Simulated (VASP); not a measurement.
# ScAlN2 (I4_1/amd) in VASP: further runs, part 2 of 2

VASP 6.6.1. Earlier steps stand in the parts before.

## (3) Single point, PBE

The input, INCAR:

```
SYSTEM = ScAlN2
PREC = Accurate ; ENCUT = 460
EDIFF = 1E-7 ; ISMEAR = 0
SIGMA = 0.05 ; LREAL = .False.
LASPH = .True. ; NELM = 100
ALGO = Normal ; ISIF = 2
LWAVE = .False. ; LCHARG = .False.
GGA = PE ; NBANDS = 34
ADDGRID = .True.
```

The input, KPOINTS:

```
regular mesh
0
Gamma
  4 4 4
  0 0 0
```

The input, POSCAR:

```
ScAlN2
1.0
   -2.1994840000      2.1994840000      4.1986215000
    2.1994840000     -2.1994840000      4.1986215000
    2.1994840000      2.1994840000     -4.1986215000
Sc Al N
2 2 4
Direct
    0.0000000000      0.0000000000      0.0000000000
    0.7500000000      0.2500000000      0.5000000000
    0.5000000000      0.5000000000      0.0000000000
    0.2500000000      0.7500000000      0.5000000000
    0.7375140000      0.7375140000      0.0000000000
    0.0124860000      0.5124860000      0.5000000000
    0.2624860000      0.2624860000      0.0000000000
    0.4875140000      0.9875140000      0.5000000000
```

Potentials or basis: VASP PAW PBE potentials, release 64 (Sc_sv, Al, N).

Started as:

```bash
> cat potpaw_PBE.64/Sc_sv/POTCAR potpaw_PBE.64/Al/POTCAR potpaw_PBE.64/N/POTCAR > POTCAR
> mpirun -np 1 vasp_std > vasp.out
```

Wall time 33 s (1 thread of Intel Xeon 6975P-C (Granite Rapids), shared host); peak memory 0.37 GiB.

These settings aren't checked as converged: the numbers below hold their error.

Results:

```yaml
Free_energy: -64.8541 eV
Pressure: -0.5 GPa
Band_gap_on_the_k_mesh: 0.95 eV, indirect (least direct gap 1.05 eV)
```

Caveat: the k mesh is coarse (spacing up to 0.50 Å⁻¹), so the values aren't converged; the cutoff is under 1.25 times the usual one of these potentials, so pressure, stress and relaxed cells hold a basis-set (Pulay) error.

## (4) Single point, PBE

The input, INCAR:

```
SYSTEM = ScAlN2
PREC = Normal ; ENCUT = 460
EDIFF = 1E-4 ; ISMEAR = 0
SIGMA = 0.05 ; LREAL = Auto
LASPH = .True. ; NELM = 100
ALGO = Normal ; ISIF = 2
LWAVE = .False. ; LCHARG = .False.
GGA = PE ; NBANDS = 34
ADDGRID = .False.
```

KPOINTS is that of step 3.

POSCAR is that of step 3.

Started as:

```bash
> cat potpaw_PBE.64/Sc_sv/POTCAR potpaw_PBE.64/Al/POTCAR potpaw_PBE.64/N/POTCAR > POTCAR
> mpirun -np 1 vasp_std > vasp.out
```

It took 16 s on 1 thread of Intel Xeon 6975P-C (Granite Rapids), shared host; peak memory 0.17 GiB.

The run converged, but some of its settings lie outside the range that counts as converged, so its numbers aren't taken as properties of the crystal.

What came out:

- Free energy: -64.8542 eV
- Pressure: -0.5 GPa
- Band gap on the k mesh: 0.95 eV, indirect (least direct gap 1.05 eV)

Caveat: the k mesh is coarse (spacing up to 0.50 Å⁻¹), so the values aren't converged; the cutoff is under 1.25 times the usual one of these potentials, so pressure, stress and relaxed cells hold a basis-set (Pulay) error.

## (5) Single point, PBE

The input, INCAR:

```
SYSTEM = ScAlN2
PREC = Accurate ; ENCUT = 520
EDIFF = 1E-7 ; ISMEAR = 0
SIGMA = 0.05 ; LREAL = .False.
LASPH = .True. ; NELM = 100
ALGO = Normal ; ISIF = 2
LWAVE = .False. ; LCHARG = .False.
GGA = PE ; NBANDS = 34
ADDGRID = .False.
```

KPOINTS is that of step 4.

POSCAR is that of step 4.

Potentials or basis: VASP PAW PBE potentials, release 64 (Sc_sv, Al, N).

Started as:

```bash
> cat potpaw_PBE.64/Sc_sv/POTCAR potpaw_PBE.64/Al/POTCAR potpaw_PBE.64/N/POTCAR > POTCAR
> mpirun -np 1 vasp_std > vasp.out
```

OUTCAR:

```text
SYSTEM = ScAlN2
   PREC = Accurate
   ENCUT = 520
   EDIFF = 1E-7
   ISMEAR = 0
   LREAL = .False.
   LASPH = .True.
   NELM = 100
   ISIF = 2
   GGA = PE

 Found     13 irreducible k-points:

 Following reciprocal coordinates:
            Coordinates               Weight
  0.000000  0.000000  0.000000      1.000000
  0.250000  0.000000  0.000000      8.000000
  0.500000  0.000000  0.000000      4.000000
  0.250000  0.250000  0.000000      8.000000
  0.500000  0.250000  0.000000     16.000000
 -0.250000  0.250000  0.000000      4.000000
   k-points           NKPTS =     13   k-points in BZ     NKDIM =     13   number of bands    NBANDS=     34
   number of dos      NEDOS =    301   number of ions     NIONS =      8
   total plane-waves  NPLWV =  64000
   dimension x,y,z NGX =    40 NGY =   40 NGZ =   40
   dimension x,y,z NGXF=    80 NGYF=   80 NGZF=   80
   ions per type =               2   2   4
   NGX,Y,Z   is equivalent  to a cutoff of  12.73, 12.73, 12.73 a.u.
   NGXF,Y,Z  is equivalent  to a cutoff of  25.45, 25.45, 25.45 a.u.
 SYSTEM =  ScAlN2
   PREC   = accura    normal or accurate (medium, high low for compatibility)
   ISTART =      0    job   : 0-new  1-cont  2-samecut
   ICHARG =      2    charge: 1-file 2-atom 10-const
   ISPIN  =      1    spin polarized calculation?
   LNONCOLLINEAR =      F non collinear calculations
   LSORBIT =      F    spin-orbit coupling
   LASPH  =      T    aspherical Exc in radial PAW
   ENCUT  =  520.0 eV  38.22 Ry    6.18 a.u.   9.72  9.72  9.72*2*pi/ulx,y,z
   NELM   =    100;   NELMIN=  2; NELMDL= -5     # of ELM steps
   EDIFF  = 0.1E-06   stopping-criterion for ELM
   LREAL  =      F    real-space projection
   EDIFFG = 0.1E-05   stopping-criterion for IOM
   NSW    =      0    number of steps for IOM
   IBRION =     -1    ionic relax: 0-MD 1-quasi-New 2-CG
   NFREE  =      0    steps in history (QN), initial steepest desc. (CG)
   ISIF   =      2    stress and relaxation
   ISYM   =      2    0-nonsym 1-usesym 2-fastsym
   POTIM  = 0.5000    time-step for ionic-motion
   TEBEG  =    0.0;   TEEND  =   0.0 temperature during run
   PSTRESS=    0.0 pullay stress
   NELECT =      48.0000    total number of electrons
   NUPDOWN=      -1.0000    fix difference up-down
   EMIN   =  10.00;   EMAX   =-10.00  energy-range for DOS
   EFERMI =   0.00;   METHOD = LEGACY
   ISMEAR =     0;   SIGMA  =   0.05  broadening in eV -4-tet -1-fermi 0-gaus
   EFERMI_NEDOS =   21; number of points for ismear=-14 and -15
   IALGO  =     38    algorithm
   IMIX   =      4    mixing-type and parameters
     AMIX     =   0.40;   BMIX     =  1.00
     AMIX_MAG =   1.60;   BMIX_MAG =  1.00
  volume/ion in A,a.u.               =      10.16        68.54
  Fermi-wavevector in a.u.,A,eV,Ry     =   1.373681  2.595880 25.674176  1.886999
  Thomas-Fermi vector in A             =   2.499176
   LORBIT       =      0    0 simple, 1 ext, 2 COOP (PROOUT), +10 PAW based schemes
   GGA     = PE    functional components
   LHFCALC =     F    Hartree Fock is set to
   AEXX    =    0.0000 exact exchange contribution
   IVDW    =     0    specifies the selected vdW correction
   LEPSILON=     F    determine dielectric tensor
   LRPA    =     F    only Hartree local field effects (RPA)
 non-spin polarized calculation
 Gauss-broadening in eV      SIGMA  =   0.05
  energy-cutoff  :      520.00
  volume of cell :       81.25
 maximum number of plane-waves:      2224
 NGX is ok and might be reduce to    40
   NGX = 19   NGY = 19   NGZ = 19

 number of electron      48.0000001 magnetization

 Free energy of the ion-electron system (eV)
  ---------------------------------------------------
  ext. energy  EPLUGINS =         0.00000000
  ---------------------------------------------------
  free energy    TOTEN  =       -64.84383991 eV

  energy without entropy =      -64.84383991  energy(sigma->0) =      -64.84383991

 E-fermi :   7.6098     XC(G=0): -11.9277

 val. band max:        7.2636031214   @ k =   0.0000   0.0000   0.0000
 cond. band min:       8.2156247659   @ k =   0.5000   0.5000   0.5000
 fundamental gap:      0.9520216445
 Fermi energy:         7.6097761321

 k-point     1 :       0.0000    0.0000    0.0000
  band No.  band energies     occupation
      1     -40.9267      2.00000
      2     -40.8206      2.00000
      3     -19.8288      2.00000
      4     -19.6763      2.00000
      5     -19.6763      2.00000
      6     -19.5190      2.00000
[... 211 lines left out ...]
     33      13.7206      0.00000
     34      14.0319      0.00000

 [... further k-points ...]

------------------------ aborting loop because EDIFF is reached ----------------------------------------

  FORCE on cell =-STRESS in cart. coord.  units (eV):
  Direction    XX          YY          ZZ          XY          YZ          ZX
  --------------------------------------------------------------------------------------
  -------------------------------------------------------------------------------------
  Total        0.0281167      0.0281167     -0.0104178      0.0000000     -0.0000000      0.0000000
  in kB        0.5544563      0.5544563     -0.2054365      0.0000000     -0.0000000      0.0000000
  external PRESSURE =       0.3011587 kB  Pullay stress =       0.0000000 kB

 VOLUME and BASIS-vectors are now :
 -----------------------------------------------------------------------------
  energy-cutoff  :      520.00
  volume of cell :       81.25
      direct lattice vectors                 reciprocal lattice vectors
    -2.199484000  2.199484000  4.198621500     0.000000000  0.227326046  0.119086705
     2.199484000 -2.199484000  4.198621500     0.227326046  0.000000000  0.119086705
     2.199484000  2.199484000 -4.198621500     0.227326046  0.227326046  0.000000000

 POSITION                                       TOTAL-FORCE (eV/Angst)
 -----------------------------------------------------------------------------------
      0.00000      0.00000      0.00000        -0.000000     -0.000000     -0.000000
      0.00000      2.19948      2.09931        -0.000000     -0.000000     -0.000000
      0.00000      0.00000      4.19862        -0.000000     -0.000000     -0.000000
      2.19948      0.00000      2.09931        -0.000000     -0.000000     -0.000000
      0.00000      0.00000      6.19308         0.000000      0.000000     -0.001404
      2.19948      0.00000      0.10485        -0.000000     -0.000000      0.001404
      0.00000      0.00000      2.20416        -0.000000     -0.000000      0.001404
      2.19948      0.00000      4.09377         0.000000      0.000000     -0.001404
 -----------------------------------------------------------------------------------
    total drift:                               -0.000000      0.000000     -0.000000

  FREE ENERGIE OF THE ION-ELECTRON SYSTEM (eV)
  ---------------------------------------------------
  free  energy   TOTEN  =       -64.8438399074 eV

  energy  without entropy=      -64.8438399074  energy(sigma->0) =      -64.84383991
```

stdout:

```text
POSCAR found type information on POSCAR ScAlN
 POSCAR found :  3 types and       8 ions
 scaLAPACK will be used
 LDA part: xc-table for (Slater+PW92), standard interpolation
 POSCAR, INCAR and KPOINTS ok, starting setup
 FFT: planning ... GRIDC
 FFT: planning ... GRID_SOFT
 FFT: planning ... GRID
 WAVECAR not read
 entering main loop
```

Wall time 24 s (1 thread of Intel Xeon 6975P-C (Granite Rapids), shared host); peak memory 0.24 GiB.

These settings aren't checked as converged: the numbers below hold their error.

Results:

| Item | Value |
| --- | --- |
| Free energy | -64.8438 eV |
| Pressure | 0.0 GPa |
| Band gap on the k mesh | 0.95 eV, indirect (least direct gap 1.05 eV) |

Caveat: the k mesh is coarse (spacing up to 0.50 Å⁻¹), so the values aren't converged.

## (6) For comparison

An earlier run on the cell as given: functional PBE; potentials or basis VASP PAW PBE potentials, release 64 (Sc_sv, Al, N); cutoff 520 eV; k mesh 9 × 9 × 9; occupations fermi-dirac, width 0.05 eV; no spin polarisation.

- Pressure: 0.0 GPa
- Band gap on the k mesh: 1.00 eV, indirect (least direct gap 1.05 eV)
